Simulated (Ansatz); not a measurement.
All numbers below come from DFT PBE, scalar-relativistic, plane waves, PAW (Ansatz). Settings: cutoff 420 eV, Γ-centred meshes spaced at most about 0.3 Å⁻¹, and about 0.25 Å⁻¹ or finer for metals (2π included), Gaussian smearing. No spin polarisation in the final relaxations.

These are static total energies at zero pressure.

Compare these two cells of Mg, each relaxed at this level.

A.

```
CELL_PARAMETERS angstrom
0.00000 2.26163 2.26163
2.26163 0.00000 2.26163
2.26163 2.26163 0.00000
ATOMIC_POSITIONS crystal
Mg 0.00000 0.00000 0.00000
```

B.

```
CELL_PARAMETERS angstrom
0.00000 2.77741 5.36447
1.56905 0.00000 5.36447
1.56905 2.77741 0.00000
ATOMIC_POSITIONS crystal
Mg 0.75000 0.75000 0.75000
Mg 0.50000 0.50000 0.50000
```

Problem. Which is lower in energy, and by how much?

Solution. A is lower, by 35 meV/atom. A has the fcc type, space group Fm-3m (No. 225), 23.1 Å³/atom and no gap on its mesh; B has space group Fddd (No. 70), 23.4 Å³/atom and no gap. Counting all near atoms (those within 1.25 times the shortest distance at each site; a plus sign parts nearer from farther groups), A has Mg 12 and B has Mg 10+4. In A, around Mg lie 12 Mg at 3.20 Å. In B, Mg has 10 Mg at 3.12–3.19 Å and 4 Mg at 3.83 Å. Both come from invented guesses. The part of the Crystallography Open Database at hand lists Mg in space groups No. 194, 229; no cell shown has one of them.

Cells relaxed within their symmetry can be saddle points. The Fm-3m cell of Mg came from shaking the Fddd one.
